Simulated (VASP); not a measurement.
A run of VASP 6.6.1 is set up as follows.

INCAR

```
ALGO     = Normal         # electronic algorithm
EDIFF    = 1E-7           # SCF threshold, eV
EDIFFG   = -0.01          # ionic threshold
ENCUT    = 300            # plane-wave cutoff, eV
GGA      = PE             # functional
IBRION   = 2              # ionic algorithm
ISIF     = 4              # what is computed and relaxed
ISMEAR   = 1              # smearing method
LASPH    = True           # aspherical terms in the spheres
LCHARG   = False          # write CHGCAR
LREAL    = False          # projectors in reciprocal space
LWAVE    = False          # write WAVECAR
NELM     = 80             # most SCF steps
NSW      = 40             # ionic steps
PREC     = Accurate       # precision mode
SIGMA    = 0.1            # smearing width, eV
```

KPOINTS

```
k-points
0
Gamma
  8 8 5
```

The input POSCAR:

```
Ru                                      
1.0
    2.7294115390      0.0000000000      0.0000000000
   -1.3647057695      2.3637397302      0.0000000000
    0.0000000000      0.0000000000      4.3039946939
  Ru            
     2
Direct
     0.3333333332999970    0.6666666667000030    0.2500000000000000
     0.6666666667000030    0.3333333332999970    0.7500000000000000
```

Potentials or basis: VASP PAW PBE potentials, release 64 (Ru).

Run with:

```bash
$ cat potpaw_PBE.64/Ru/POTCAR > POTCAR
$ mpirun -np 1 vasp_std > vasp.out
```

Question: Estimate the band gap on the k mesh.

Answer: None (metal or under the smearing width).

Question: Estimate the energy gained by relaxing.

Answer: 0.0 meV/atom.

Final structure:
```
Ru
1.0
     2.73030    0.00000    0.00000
    -1.36515    2.36451    0.00000
     0.00000    0.00000    4.30119
Ru
2
Direct
  0.33333 0.66667 0.25000
  0.66667 0.33333 0.75000
```
